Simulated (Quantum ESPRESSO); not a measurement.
## Si2Mo under changes of volume

One of the cells (13.313 Å³/atom); the others are scaled copies at fixed shape and fractional positions:

```
CELL_PARAMETERS angstrom
4.58547 0.00000 0.00000
-2.29274 3.97113 0.00000
0.00000 0.00000 6.57976
ATOMIC_POSITIONS crystal
Mo 0.50000 0.50000 0.83333
Mo 0.00000 0.50000 0.16667
Mo 0.50000 0.00000 0.50000
Si 0.16387 0.32775 0.50000
Si 0.67225 0.83613 0.16667
Si 0.83613 0.16387 0.83333
Si 0.83613 0.67225 0.50000
Si 0.32775 0.16387 0.16667
Si 0.16387 0.83613 0.83333
```

Measurements of this composition are mostly on another form, of space group No. 139.

- Program: Quantum ESPRESSO 7.5
- Functional: LDA
- Potentials or basis: GBRV 1.5 LDA
- Cutoff: 612 eV
- Density cutoff: 4898 eV
- k mesh: 7 × 7 × 4
- Occupations: fermi-dirac, width 0.05 eV
- Spin: no spin polarisation

```tsv
volume (Å³/atom)	energy over the lowest point (meV/atom)	pressure (GPa)	gap on the mesh (eV)	largest force (eV/Å)
12.514	14.73	9.6	0.23	0.030
12.780	3.09	4.1	0.24	0.038
13.046	0.00	-0.8	0.24	0.046
13.313	4.60	-5.1	0.24	0.053
13.579	16.06	-9.0	0.24	0.061
13.845	?	?	?	?
14.111	56.79	-15.6	0.25	0.075
```

Q: What does the run at 13.845 Å³/atom give?

A: Energy over the lowest point 33.68 meV/atom; pressure -12.5 GPa; gap on the mesh 0.25 eV; largest force 0.068 eV/Å.

Worked out: A Birch-Murnaghan fit of order 3 (a polynomial in V^(-2/3)) to the other rows has its minimum at 13.02 Å³/atom with B0 = V·E''(V) = 228 GPa and B' = 4.4 at fixed shape and positions, which overstates the stiffness. It gives 33.67 meV/atom at 13.845 Å³/atom, against the run's 33.68, and -dE/dV = -12.3 GPa, against -12.5. A straight line through the other rows of the gap, of slope 0.128 eV per unit of ln V, gives 0.25 eV, against the run's 0.25.

Energies are extrapolated to zero smearing.

Caveats: an odd mesh through Γ misses points on the zone boundary, where band edges often lie. Spin-orbit coupling on Mo is left out.
